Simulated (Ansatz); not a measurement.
# The honeycomb BAs bilayer (AB) under a gate, part 4 of 4

Aim: charge, voltage and capacitance of the honeycomb BAs bilayer (AB) in a field-effect set-up.

Ansatz 0.2.0; plane-wave DFT, PBE-D3(BJ), Ansatz PAW.

So far. Step 11 (Gated layer, added electrons -10×10¹³ per cm²): Against the uncharged case this takes -7.22 V.

**16. Varying the input: accuracy = "medium"**

Another changed input: it repeats the earlier run at 1 × 10¹³ added electrons per cm² with accuracy to medium.

Input file input.yaml:

```yaml
crystal:
  lattice:
    - [3.3712284361, 0.0, 0.0]
    - [-1.685614218, 2.9195694676, 0.0]
    - [0.0, 0.0, 36.6659100833]
  atoms:
    - { symbol: As, position: [0.6666666667, 0.3333333333, 0.4513761358] }
    - { symbol: B, position: [0.3333333333, 0.6666666667, 0.4500092855] }
    - { symbol: As, position: [0.0, 0.0, 0.5499907145] }
    - { symbol: B, position: [0.6666666667, 0.3333333333, 0.5486751244] }
  periodic: [true, true, false]
  symmetry: { detect: true }
total_charge: -0.009843
kpoints:
  mp_grid: { grid: [84, 84, 1] }
  band_path:
    path: [[0, 0, 0], [0.5, 0, 0], [0.33333333, 0.33333333, 0], [0, 0, 0]]
    npoints: 16
hamiltonian:
  xc: pbe
  dispersion: d3bj
scf:
  occupations: { method: fermi_dirac, width: 0.02585 }
  convergence: { dr2_threshold: 1.0e-10 }
output:
  forces: true
  eigenvalues: true
  write_potential: true
  write_density: true
  volumetric_format: npy
external_charges:
  - { charge: 0, barrier: 10, axis: 3, height: 23.666, sigma: 0.25 }
  - { charge: 0.009843, axis: 3, height: 25.166, sigma: 0.5 }
accuracy: medium
```

On the command line:

```sh
$ ansatz run input.yaml --threads 4 --pin off --max-ram 16384MiB --backend cpu --events-out ev --progress --plain --runs-dir out
```

Numbers of over 12 decimals in the logs are rounded to 6 here.

Log:

```text
[...]
Crystal: 4 atoms, lattice volume = 360.886 Å³
Basis set: ecut = 420 eV, 7131 PW (Γ), exchange–correlation on 48×48×500 points (8 copies of the dense FFT grid, shifted against one another)
Bands: 23, of which v1, the nominal top of the filled ones, is band 18 counted from 1 (17 counted from 0)
Symmetry: 6 space group operations
[...]
k-points: 631 of 7056 (time reversal used)
[...]
SCF iter   1: F=—  HF=-10024.748061 eV  |F-HF|=—  |Δ(HF+E_count)|=         —  Δρ=3.05e-2  dr2=4.55e0  ethr=3.10e-3  ⟨swp⟩=14.8  Hψ=115022  notcnv=0
[...]
SCF iter  13: F=-10023.438138 eV  HF=-10023.438138 eV  |F-HF|=2.62e-10  |Δ(HF+E_count)|=   2.90e-9  Δρ=3.90e-8  dr2=4.22e-12  ethr=1.00e-12  ⟨swp⟩=9.2  Hψ=91173  notcnv=0
SCF 1 converged in 13 iterations: F = -10023.438138 eV  dr2 = 4.22e-12
[...]
SCF converged after 13 iterations
[...]
Free energy (F): -10023.438138 eV
[...]
Internal energy: -10023.437678 eV  (E = F + TS)
E sigma→0 (E₀):  -10023.437908 eV
Entropy (-TS):   -0.000460 eV (-0.115 meV/atom)
Fermi energy:    -3.873660 eV
[...]
--- Forces (eV/Å), atoms and charges each counted from 1 ---
  atom   1  As     0.00000000     0.00000000    -0.00214272
  atom   2  B     -0.00000000    -0.00000000     0.00567233
  atom   3  As     0.00000000     0.00000000    -0.00999393
  atom   4  B     -0.00000000    -0.00000000    -0.00486180
  external charge   1     0.00000000     0.00000000     0.01221572
  external charge   2     0.00000000     0.00000000    -0.00089001
  max |Σ_I F_I| component, the external charges' with the atoms': 4.16e-7 eV/Å
--- Band table (eV; the first three rows and the last of 631) ---
  k-point 0: bands = [... 14 lower, -6.1310, -6.1310, -6.0727, -6.0727, -0.8393, -0.7490, -0.5567, 0.2075, ... 1 higher]
  k-point 1: bands = [... 14 lower, -6.1459, -6.1360, -6.0869, -6.0771, -0.8326, -0.7447, -0.5515, 0.2088, ... 1 higher]
  k-point 2: bands = [... 14 lower, -6.1901, -6.1506, -6.1290, -6.0904, -0.8140, -0.7322, -0.5368, 0.2126, ... 1 higher]
  k-point 630: bands = [... 14 lower, -10.6365, -10.5978, -5.0053, -4.6429, -3.8937, -3.4444, 1.5477, 1.8971, ... 1 higher]
```

Elapsed: 3.9 min, on 4 threads of Arm Neoverse V1, shared host; peak memory 3.7 GiB; 16 min of CPU time.

This step gave:

```yaml
energy_at_zero_smearing: -10023.4379 eV
potential_beyond_the_upper_barrier_and_gate_less_the_barrier_from_the_fermi_level: 3.529 eV
```

The electronic bands at the labelled points (eV, zero at the Fermi level):

```tsv
point	band 15	band 16	band 17	band 18	band 19	band 20	band 21	band 22
Γ	-2.26	-2.26	-2.20	-2.20	3.03	3.12	3.32	4.08
halfway	-4.38	-3.53	-3.42	-3.02	2.39	2.64	3.61	4.23
M	-4.37	-4.25	-2.21	-1.56	0.69	0.93	1.70	1.99
halfway	-5.68	-5.55	-1.88	-1.24	0.66	0.70	3.63	3.93
K	-6.76	-6.72	-1.13	-0.77	-0.02	0.43	5.42	5.77
halfway	-4.42	-4.34	-4.05	-2.71	3.05	3.70	3.91	4.10
Γ	-2.26	-2.26	-2.20	-2.20	3.03	3.12	3.32	4.08
```

```tsv
quantity	this run	earlier run	difference
potential beyond the upper barrier and gate, less the barrier, from the Fermi level (eV)	3.529	3.529	0
```

Nothing in the table moves by 0.01 in its unit.

**17. Varying the input**

Another changed input: it repeats the earlier run at 1 × 10¹³ added electrons per cm² with scf.occupations.method from fermi_dirac to methfessel_paxton, scf.occupations.width from 0.02585 to 0.01, basis.ecutrho_ratio to 6 and basis.xc_grid to 1.

input.yaml, as its differences from that of step 16:

```diff
@@ -22,3 +22,3 @@
 scf:
-  occupations: { method: fermi_dirac, width: 0.02585 }
+  occupations: { method: methfessel_paxton, width: 0.01 }
   convergence: { dr2_threshold: 1.0e-10 }
@@ -33,2 +33,4 @@
   - { charge: 0.009843, axis: 3, height: 25.166, sigma: 0.5 }
-accuracy: medium
+basis:
+  ecutrho_ratio: 6
+  xc_grid: 1
```

Log:

```text
[...]
Crystal: 4 atoms, lattice volume = 360.886 Å³
Basis set: ecut = 420 eV, 7131 PW (Γ)
Bands: 23, of which v1, the nominal top of the filled ones, is band 18 counted from 1 (17 counted from 0)
Symmetry: 6 space group operations
[...]
k-points: 631 of 7056 (time reversal used)
[...]
SCF iter   1: F=—  HF=-10024.748671 eV  |F-HF|=—  |Δ(HF+E_count)|=         —  Δρ=3.05e-2  dr2=4.55e0  ethr=3.10e-3  ⟨swp⟩=15.0  Hψ=117095  notcnv=0
[...]
SCF iter  13: F=-10023.437855 eV  HF=-10023.437855 eV  |F-HF|=8.73e-11  |Δ(HF+E_count)|=   1.68e-9  S|Δr|=    0.00e0  Δρ=8.40e-8  dr2=2.73e-11  ethr=1.00e-12  ⟨swp⟩=25.8  Hψ=144056  notcnv=0
SCF 1 converged in 13 iterations: F = -10023.437855 eV  dr2 = 2.73e-11
[...]
SCF converged after 13 iterations
Stability not checked: this state was not tested for a lower state beside it, because cold or Methfessel-Paxton smearing, or corrected tetrahedra, fill the levels in a way that the test cannot read (fill_not_monotonic; see scf.lower_state_search)
Free energy (F): -10023.437855 eV
[...]
Internal energy: -10023.437850 eV  (E = F + TS)
E sigma→0 (E₀):  -10023.437853 eV
Entropy (-TS):   -0.000005 eV (-0.001 meV/atom)
Fermi energy:    -3.865020 eV
[...]
--- Forces (eV/Å), atoms and charges each counted from 1 ---
  atom   1  As     0.00000000     0.00000000    -0.00241172
  atom   2  B      0.00000000    -0.00000000     0.00604291
  atom   3  As    -0.00000000     0.00000000    -0.00994138
  atom   4  B      0.00000000    -0.00000000    -0.00490987
  external charge   1     0.00000000     0.00000000     0.01221560
  external charge   2     0.00000000     0.00000000    -0.00089001
  max |Σ_I F_I| component, the external charges' with the atoms': 1.06e-4 eV/Å
--- Band table (eV; the first three rows and the last of 631) ---
  k-point 0: bands = [... 14 lower, -6.1301, -6.1301, -6.0737, -6.0737, -0.8383, -0.7493, -0.5555, 0.2064, ... 1 higher]
  k-point 1: bands = [... 14 lower, -6.1450, -6.1350, -6.0878, -6.0781, -0.8316, -0.7450, -0.5504, 0.2077, ... 1 higher]
  k-point 2: bands = [... 14 lower, -6.1892, -6.1496, -6.1299, -6.0913, -0.8129, -0.7327, -0.5357, 0.2115, ... 1 higher]
  k-point 630: bands = [... 14 lower, -10.6344, -10.5998, -5.0045, -4.6446, -3.8917, -3.4454, 1.5477, 1.8956, ... 1 higher]
```

It took 3.6 min on 4 threads; peak memory 3.8 GiB; 14 min of CPU time.

This step gave:

```yaml
potential_beyond_the_upper_barrier_and_gate_less_the_barrier_from_the_fermi_level: 3.519 eV
```

The electronic bands at the labelled points (eV, zero at the Fermi level):

```tsv
point	band 15	band 16	band 17	band 18	band 19	band 20	band 21	band 22
Γ	-2.27	-2.27	-2.21	-2.21	3.03	3.12	3.31	4.07
halfway	-4.39	-3.54	-3.43	-3.02	2.38	2.63	3.60	4.22
M	-4.38	-4.26	-2.22	-1.57	0.68	0.92	1.69	1.98
halfway	-5.69	-5.56	-1.89	-1.25	0.66	0.69	3.62	3.92
K	-6.77	-6.73	-1.14	-0.78	-0.03	0.42	5.41	5.76
halfway	-4.42	-4.35	-4.06	-2.72	3.04	3.69	3.90	4.10
Γ	-2.27	-2.27	-2.21	-2.21	3.03	3.12	3.31	4.07
```

```tsv
quantity	this run	earlier run	difference
potential beyond the upper barrier and gate, less the barrier, from the Fermi level (eV)	3.519	3.529	-0.011
```

It moves by -0.0107 eV.

Of the bands kept, 1 crosses the Fermi level on this path.

**18. Summary of results**

```yaml
gap_with_uncharged_gates: 0.636 eV
gate_voltage_at_10x1e13_holes_per_cm2: -7.22 V
gate_voltage_at_10x1e13_electrons_per_cm2: +7.25 V
total_capacitance_near_8x1e13_holes_per_cm2: 2.28 µF/cm²
```

**Reading.** Putting 10×10¹³ holes per cm² on the layer takes -7.22 V on the gate; how far the Fermi level moves against the bands is taken for single layers without spin and with an even electron count alone. Between the first holes and the first electrons the voltage runs over 2.04 V: the drop across the plates for that charge, plus the way of the Fermi level through the region of the 0.64 eV gap. The zero of the voltage lies where the smearing puts the uncharged Fermi level. Plates 5 Å apart would give 1.77 µF/cm² in vacuum; the computed total runs from 1.5 to 2.45 µF/cm². A value over that of the plates means that the screening charge has its centre outside the outer atoms; a low density of states works the other way. Few carriers sample few k-points, so the slopes at the lowest densities depend on the mesh and on the temperature. The gates are charged sheets behind model barriers, not atoms. Spin-orbit coupling is left out.

[Logs are printed without paths, hosts, clocks, repeated set-up lines and the standing remarks that a program may print on its own settings, such as how far it seeks lower states.]

[Hosts, paths, dates, database ids (printed as entryN), source tags and the programs' standing remarks are cut or masked in the printed files.]

[Maps of the electrostatic potential energy from Ansatz leave out the sawtooth potential of an applied field or a dipole correction, so their vacuum need not be flat; planar profiles and work functions include it.]
